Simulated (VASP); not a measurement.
# Hf (Im-3m) in VASP: a series of runs

One crystal, Hf, is run at these levels: PBEsol; tasks: relaxation of cell and atoms.

Program: VASP 6.6.1. These are calculated values, not measurements. Logs are shortened: lines on timing, memory, paths and dates and some standing lists are left out, and cuts for length are marked.

## Step 1: The structure

It takes space group Im-3m (No. 229, cubic). Conventional cell: a = 3.160 Å, b = 3.160 Å, c = 3.160 Å, α = 90.00°, β = 90.00°, γ = 90.00°. Hf (site symmetry m-3m) is surrounded by 8 Hf at 2.74 Å.

This isn't the form of Hf at room conditions, which is hcp.

## Step 2: Relaxation of cell and atoms, PBEsol, target pressure 50 GPa, at which the enthalpy is minimised

File INCAR:

```
ALGO     = Normal         # electronic algorithm
EDIFF    = 1E-7           # SCF threshold, eV
EDIFFG   = -0.002         # ionic threshold
ENCUT    = 520            # plane-wave cutoff, eV
GGA      = PS             # functional
IBRION   = 2              # ionic algorithm
ISIF     = 3              # what is computed and relaxed
ISMEAR   = 0              # smearing method
LASPH    = True           # aspherical terms in the spheres
LCHARG   = False          # write CHGCAR
LREAL    = False          # projectors in reciprocal space
LWAVE    = False          # write WAVECAR
NELM     = 80             # most SCF steps
NSW      = 80             # ionic steps
PREC     = Accurate       # precision mode
PSTRESS  = 500.0        
SIGMA    = 0.1            # smearing width, eV
```

File KPOINTS:

```
k-points
0
Gamma
  16 16 16
```

File POSCAR:

```
Hf                                      
1.0
   -1.5797672045      1.5797672045      1.5797672045
    1.5797672045     -1.5797672045      1.5797672045
    1.5797672045      1.5797672045     -1.5797672045
  Hf            
     1
Direct
     0.0000000000000000    0.0000000000000000    0.0000000000000000
```

Potentials or basis: VASP PAW PBE potentials, release 64 (Hf).

Command:

```console
$ cat potpaw_PBE.64/Hf/POTCAR > POTCAR
$ mpirun -np 1 vasp_std > vasp.out
```

OUTCAR:

```text
EDIFF = 1E-7
   EDIFFG = -0.002
   ENCUT = 520
   GGA = PS
   IBRION = 2
   ISIF = 3
   ISMEAR = 0
   LASPH = True
   LREAL = False
   NELM = 80
   NSW = 80
   PREC = Accurate
   PSTRESS = 500.0

 ion  position               nearest neighbor table
   1  0.000  0.000  0.000-

  LATTYP: Found a body centered cubic cell.
 ALAT       =     3.1595344090

  Lattice vectors:

 A1 = (  -1.5797672045,   1.5797672045,   1.5797672045)
 A2 = (   1.5797672045,  -1.5797672045,   1.5797672045)
 A3 = (   1.5797672045,   1.5797672045,  -1.5797672045)

Analysis of symmetry for initial positions (statically):
=====================================================================
 Subroutine PRICEL returns:
 Original cell was already a primitive cell.

 Routine SETGRP: Setting up the symmetry group for a
 body centered cubic supercell.

 Subroutine GETGRP returns: Found 48 space group operations
 (whereof 48 operations were pure point group operations)
 out of a pool of 48 trial point group operations.

The static configuration has the point symmetry O_h .

Analysis of symmetry for dynamics (positions and initial velocities):
=====================================================================
 Subroutine PRICEL returns:
 Original cell was already a primitive cell.

 Routine SETGRP: Setting up the symmetry group for a
 body centered cubic supercell.

 Subroutine GETGRP returns: Found 48 space group operations
 (whereof 48 operations were pure point group operations)
 out of a pool of 48 trial point group operations.

The dynamic configuration has the point symmetry O_h .

 Subroutine INISYM returns: Found 48 space group operations
 (whereof 48 operations are pure point group operations),
 and found     1 'primitive' translations

----------------------------------------------------------------------------------------

                                     Primitive cell

  volume of cell :      15.7703

  direct lattice vectors                    reciprocal lattice vectors
    -1.579767204  1.579767204  1.579767204     0.000000000  0.316502329  0.316502329
     1.579767204 -1.579767204  1.579767204     0.316502329  0.000000000  0.316502329
     1.579767204  1.579767204 -1.579767204     0.316502329  0.316502329  0.000000000

  length of vectors
     2.736237062  2.736237062  2.736237062     0.447601887  0.447601887  0.447601887

  position of ions in fractional coordinates (direct lattice)
     0.000000000  0.000000000  0.000000000

  ion indices of the primitive-cell ions
   primitive index   ion index
                 1           1

----------------------------------------------------------------------------------------

 KPOINTS: k-points

Automatic generation of k-mesh.
 Grid dimensions read from file:
 generate k-points for:   16   16   16

 Generating k-lattice:

  Cartesian coordinates                     Fractional coordinates (reciprocal lattice)
     0.000000000  0.019781396  0.019781396     0.062500000  0.000000000  0.000000000
     0.019781396  0.000000000  0.019781396     0.000000000  0.062500000  0.000000000
     0.019781396  0.019781396  0.000000000     0.000000000  0.000000000  0.062500000

  Length of vectors
     0.027975118  0.027975118  0.027975118

  Shift w.r.t. Gamma in fractional coordinates (k-lattice)
     0.000000000  0.000000000  0.000000000

 Subroutine IBZKPT returns following result:
 ===========================================

 Found    145 irreducible k-points:

 Following reciprocal coordinates:
            Coordinates               Weight
  0.000000  0.000000  0.000000      1.000000
  0.062500  0.000000  0.000000     12.000000
  0.125000  0.000000  0.000000     12.000000
  0.187500  0.000000  0.000000     12.000000
  0.250000  0.000000  0.000000     12.000000
  0.312500  0.000000  0.000000     12.000000
[... 16 lines left out ...]
  0.187500  0.187500  0.000000     24.000000
  0.250000  0.187500 -0.000000     48.000000
 [... further k-points ...]
   k-points           NKPTS =    145   k-points in BZ     NKDIM =    145   number of bands    NBANDS=      6
   number of dos      NEDOS =    301   number of ions     NIONS =      1
   total plane-waves  NPLWV =   8000
   dimension x,y,z NGX =    20 NGY =   20 NGZ =   20
   dimension x,y,z NGXF=    40 NGYF=   40 NGZF=   40
   ions per type =               1
   NGX,Y,Z   is equivalent  to a cutoff of  12.15, 12.15, 12.15 a.u.
   NGXF,Y,Z  is equivalent  to a cutoff of  24.30, 24.30, 24.30 a.u.
 SYSTEM =  unknown system
   PREC   = accura    normal or accurate (medium, high low for compatibility)
   ISTART =      0    job   : 0-new  1-cont  2-samecut
   ICHARG =      2    charge: 1-file 2-atom 10-const
   ISPIN  =      1    spin polarized calculation?
   LNONCOLLINEAR =      F non collinear calculations
   LSORBIT =      F    spin-orbit coupling
   LASPH  =      T    aspherical Exc in radial PAW
   ENCUT  =  520.0 eV  38.22 Ry    6.18 a.u.   5.09  5.09  5.09*2*pi/ulx,y,z
   NELM   =     80;   NELMIN=  2; NELMDL= -5     # of ELM steps
   EDIFF  = 0.1E-06   stopping-criterion for ELM
   LREAL  =      F    real-space projection
   EDIFFG = -.2E-02   stopping-criterion for IOM
   NSW    =     80    number of steps for IOM
   IBRION =      2    ionic relax: 0-MD 1-quasi-New 2-CG
   NFREE  =      1    steps in history (QN), initial steepest desc. (CG)
   ISIF   =      3    stress and relaxation
   ISYM   =      2    0-nonsym 1-usesym 2-fastsym
   POTIM  = 0.5000    time-step for ionic-motion
   TEBEG  =    0.0;   TEEND  =   0.0 temperature during run
   PSTRESS=  500.0 pullay stress
   NELECT =       4.0000    total number of electrons
   NUPDOWN=      -1.0000    fix difference up-down
   EMIN   =  10.00;   EMAX   =-10.00  energy-range for DOS
   EFERMI =   0.00;   METHOD = LEGACY
   ISMEAR =     0;   SIGMA  =   0.10  broadening in eV -4-tet -1-fermi 0-gaus
   EFERMI_NEDOS =   21; number of points for ismear=-14 and -15
   IALGO  =     38    algorithm
   IMIX   =      4    mixing-type and parameters
     AMIX     =   0.40;   BMIX     =  1.00
     AMIX_MAG =   1.60;   BMIX_MAG =  1.00
  volume/ion in A,a.u.               =      15.77       106.42
  Fermi-wavevector in a.u.,A,eV,Ry     =   1.036291  1.958306 14.611284  1.073899
  Thomas-Fermi vector in A             =   2.170675
   LORBIT       =      0    0 simple, 1 ext, 2 COOP (PROOUT), +10 PAW based schemes
   GGA     = PS    functional components
   LHFCALC =     F    Hartree Fock is set to
   AEXX    =    0.0000 exact exchange contribution
   IVDW    =     0    specifies the selected vdW correction
   LEPSILON=     F    determine dielectric tensor
   LRPA    =     F    only Hartree local field effects (RPA)
 conjugate gradient relaxation of ions
 non-spin polarized calculation
 Gauss-broadening in eV      SIGMA  =   0.10
  energy-cutoff  :      520.00
  volume of cell :       15.77
 maximum number of plane-waves:       438
   NGX = 11   NGY = 11   NGZ = 11

 number of electron       4.0000000 magnetization

 Free energy of the ion-electron system (eV)
  ---------------------------------------------------
  ext. energy  EPLUGINS =         0.00000000
  ---------------------------------------------------
  free energy    TOTEN  =        -9.68437263 eV

  energy without entropy =       -9.67969692  energy(sigma->0) =       -9.68203477

 E-fermi :   7.5933     XC(G=0): -12.6475

 val. band max:        7.5766852283   @ k =   0.2500   0.1875   0.1250
 cond. band min:       7.6198695204   @ k =   0.2500   0.1875   0.0625
 fundamental gap:      0.0431842920
 Fermi energy:         7.5932769026

 k-point     1 :       0.0000    0.0000    0.0000
  band No.  band energies     occupation
      1      -0.4161      2.00000
      2       9.3041      0.00000
      3       9.3041      0.00000
      4       9.3041      0.00000
      5      13.2399      0.00000
      6      13.2399      0.00000

 k-point     2 :       0.0625    0.0000    0.0000
  band No.  band energies     occupation
      1      -0.1957      2.00000
      2       9.1360      0.00000
      3       9.2444      0.00000
      4       9.5283      0.00000
      5      12.9325      0.00000
      6      13.2254      0.00000

 k-point     3 :       0.1250    0.0000    0.0000
  band No.  band energies     occupation
      1       0.4270      2.00000
      2       8.6936      0.00000
      3       8.9881      0.00000
      4      10.1917      0.00000
      5      12.4374      0.00000
      6      13.2102      0.00000

 k-point     4 :       0.1875    0.0000    0.0000
  band No.  band energies     occupation
      1       1.3262      2.00000
      2       8.1100      0.00000
      3       8.5034      0.00000
      4      11.2679      0.00000
      5      12.3171      0.00000
      6      13.2570      0.00000

 k-point     5 :       0.2500    0.0000    0.0000
  band No.  band energies     occupation
      1       2.2529      2.00000
      2       7.5095      1.76402
      3       8.1234      0.00000
      4      12.6035      0.00000
      5      12.7114      0.00000
      6      13.4232      0.00000
[... 136 lines left out ...]
 k-point    21 :       0.3750    0.1250    0.0000
  band No.  band energies     occupation
      1       3.5759      2.00000
      2       6.4476      2.00000
      3       9.3059      0.00000
      4      13.0660      0.00000
      5      14.9814      0.00000
      6      18.7576      0.00000

 k-point    22 :       0.4375    0.1250   -0.0000
  band No.  band energies     occupation
      1       3.5276      2.00000
      2       6.3833      2.00000
      3       9.7348      0.00000
      4      13.0116      0.00000
      5      15.2088      0.00000
      6      19.5790      0.00000

 k-point    23 :       0.1875    0.1875    0.0000
  band No.  band energies     occupation
      1       3.6502      2.00000
      2       6.8913      2.00000
      3       7.5436      1.51742
      4      12.0720      0.00000
      5      14.5907      0.00000
      6      15.2501      0.00000

 k-point    24 :       0.2500    0.1875   -0.0000
  band No.  band energies     occupation
      1       4.1845      2.00000
      2       6.6191      2.00000
      3       7.7368      0.04236
      4      12.4618      0.00000
      5      14.7389      0.00000
      6      17.0648      0.00000

 [... further k-points ...]

------------------------ aborting loop because EDIFF is reached ----------------------------------------

  FORCE on cell =-STRESS in cart. coord.  units (eV):
  Direction    XX          YY          ZZ          XY          YZ          ZX
  --------------------------------------------------------------------------------------
  -------------------------------------------------------------------------------------
  Total        4.9211121      4.9211121      4.9211121      0.0000000     -0.0000000      0.0000000
  in kB      499.9592038    499.9592038    499.9592038      0.0000000     -0.0000000      0.0000000
  external PRESSURE =      -0.0407962 kB  Pullay stress =     500.0000000 kB

 VOLUME and BASIS-vectors are now :
 -----------------------------------------------------------------------------
  energy-cutoff  :      520.00
  volume of cell :       15.77
      direct lattice vectors                 reciprocal lattice vectors
    -1.579767204  1.579767204  1.579767204     0.000000000  0.316502329  0.316502329
     1.579767204 -1.579767204  1.579767204     0.316502329  0.000000000  0.316502329
     1.579767204  1.579767204 -1.579767204     0.316502329  0.316502329  0.000000000

 POSITION                                       TOTAL-FORCE (eV/Angst)
 -----------------------------------------------------------------------------------
      0.00000      0.00000      0.00000         0.000000      0.000000     -0.000000
 -----------------------------------------------------------------------------------
    total drift:                                0.000000     -0.000000     -0.000000

  FREE ENERGIE OF THE ION-ELECTRON SYSTEM (eV)
  ---------------------------------------------------
  free  energy   TOTEN  =        -9.6843726290 eV

  energy  without entropy=       -9.6796969167  energy(sigma->0) =       -9.68203477

  enthalpy is  TOTEN    =        -4.7628589725 eV   P V=        4.9215136564

 reached required accuracy - stopping structural energy minimisation
```

Wall time 4.6 s (1 thread of Intel Xeon 6975P-C (Granite Rapids), shared host); peak memory 0.14 GiB.

Results:

```yaml
Free_energy: -9.6844 eV
Pressure_after_relaxing: 50.0 GPa
Band_gap_on_the_k_mesh: none (metal or under the smearing width)
```

Final structure:
```
CELL_PARAMETERS angstrom
-1.57977 1.57977 1.57977
1.57977 -1.57977 1.57977
1.57977 1.57977 -1.57977
ATOMIC_POSITIONS crystal
Hf 0.00000 0.00000 0.00000
```

Levels at points of the mesh, in eV from the Fermi level:
```
           k point  band 1  band 2  band 3  band 4  band 5  band 6
(0.00, 0.00, 0.00)   -8.01    1.71    1.71    1.71    5.65    5.65
(0.50, 0.00, 0.00)   -4.71   -1.37    3.18    5.82    7.23   11.37
(0.50, 0.50, 0.50)   -4.52   -4.52    9.91    9.91    9.91   10.67
```

Caveat: the relaxation stopped at its first step, so nothing moved; the cell is relaxed towards a set pressure, so the enthalpy falls and the energy may rise; the PAW data sets were made with another functional, which shifts forces and pressure a little. The run has no spin-orbit coupling, so splittings on Hf are missing.

## Step 3: Relaxation of cell and atoms, PBEsol, target pressure 30 GPa, at which the enthalpy is minimised

INCAR: that of step 2 with these lines changed.

```diff
@@ -15,3 +15,3 @@
 PREC     = Accurate       # precision mode
-PSTRESS  = 500.0        
+PSTRESS  = 300.0        
 SIGMA    = 0.1            # smearing width, eV
```

KPOINTS is that of step 2.

POSCAR is that of step 2.

Potentials or basis: VASP PAW PBE potentials, release 64 (Hf).

Command:

```console
$ cat potpaw_PBE.64/Hf/POTCAR > POTCAR
$ mpirun -np 1 vasp_std > vasp.out
```

Run time: 25 s. Hardware: 1 thread of Intel Xeon 6975P-C (Granite Rapids), shared host; peak memory 0.14 GiB.

The run converged. Its results:

```
Free energy                                            : -10.0630 eV
Relaxed volume                                         : 17.31 Å³/atom
Relaxed cell                                           : a = 2.822 Å, b = 2.822 Å, c = 2.822 Å, α = 109.47°, β = 109.47°, γ = 109.47°
Space group after relaxing (to 0.05 Å)                 : Im-3m (No. 229)
Energy change on relaxing (the enthalpy is what falls) : -378.6 meV/atom
Ionic steps                                            : 17
Pressure after relaxing                                : 30.0 GPa
Band gap on the k mesh                                 : none (metal or under the smearing width)
```

Step by step:
| step | energy change (eV) | largest force (eV/Å) | pressure (GPa) | volume (Å³) |
| --- | --- | --- | --- | --- |
| 1 | 0.0000 | 0.0000 | 50.00 | 15.77 |
| 2 | -0.6897 | 0.0000 | 2.34 | 20.70 |
| 3 | -0.3951 | 0.0000 | 29.02 | 17.40 |
| 4 | -0.3792 | 0.0000 | 29.97 | 17.31 |
| 5 | -0.3732 | 0.0000 | 30.32 | 17.28 |
| 6 | -0.3735 | 0.0000 | 30.30 | 17.28 |
| 7 | -0.3742 | 0.0000 | 30.26 | 17.29 |
| 8 | -0.3742 | 0.0000 | 30.26 | 17.29 |
| 9 | -0.3742 | 0.0000 | 30.26 | 17.29 |
| 10 | -0.3743 | 0.0000 | 30.25 | 17.29 |
| 11 | -0.3744 | 0.0000 | 30.25 | 17.29 |
| 12 | -0.3746 | 0.0000 | 30.24 | 17.29 |
| 13 | -0.3750 | 0.0000 | 30.21 | 17.29 |
| 14 | -0.3758 | 0.0000 | 30.17 | 17.29 |
| 15 | -0.3774 | 0.0000 | 30.07 | 17.30 |
| 16 | -0.3806 | 0.0000 | 29.88 | 17.32 |
| 17 | -0.3786 | 0.0000 | 30.00 | 17.31 |

Final structure:
```yaml
crystal:
  lattice:
    - [-1.62955, 1.62955, 1.62955]
    - [1.62955, -1.62955, 1.62955]
    - [1.62955, 1.62955, -1.62955]
  atoms:
    - { symbol: Hf, position: [0.00000, 0.00000, 0.00000] }
```

Levels at points of the mesh, in eV from the Fermi level:
| k point | band 1 | band 2 | band 3 | band 4 | band 5 | band 6 |
| --- | --- | --- | --- | --- | --- | --- |
| (0.00, 0.00, 0.00) | -7.77 | 1.72 | 1.72 | 1.72 | 5.33 | 5.33 |
| (0.50, 0.00, 0.00) | -4.27 | -1.04 | 2.47 | 5.37 | 6.67 | 10.30 |
| (0.50, 0.50, 0.50) | -3.87 | -3.87 | 9.04 | 9.04 | 9.04 | 9.61 |

Caveat: the cell is relaxed towards a set pressure, so the enthalpy falls and the energy may rise; the PAW data sets were made with another functional, which shifts forces and pressure a little.

[end of part 1 of 2]
